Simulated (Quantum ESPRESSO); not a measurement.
Crystal: C.

```
C
1.0
     0.00000    1.78337    1.78337
     1.78337    0.00000    1.78337
     1.78337    1.78337    0.00000
C
2
Direct
  0.75000 0.75000 0.75000
  0.50000 0.50000 0.50000
```

This isn't the form of C at room conditions, which is graphite.

Base run:

* Program: Quantum ESPRESSO 7.5
* Functional: BLYP
* Potentials or basis: PseudoDojo 0.4.1 SR PBE standard
* Cutoff: 1116 eV
* Density cutoff: 4463 eV
* k mesh: 14 × 14 × 14, shifted
* Occupations: fermi-dirac, width 0.05 eV
* Spin: no spin polarisation

Its results: pressure 16.2 GPa; electronic dielectric tensor (diagonal) 5.69.

Question: The run is repeated on the same cell with these changes: functional from BLYP to WC. What comes out?

Answer: Pressure -2.4 GPa; electronic dielectric tensor (diagonal) 5.81.

WC binds more tightly than BLYP, so the same cell stands under less pressure.

Caveats: the potentials were made for another functional, which shifts forces and pressure; the cell is more than 3 GPa from zero pressure, which shifts response properties (some runs).
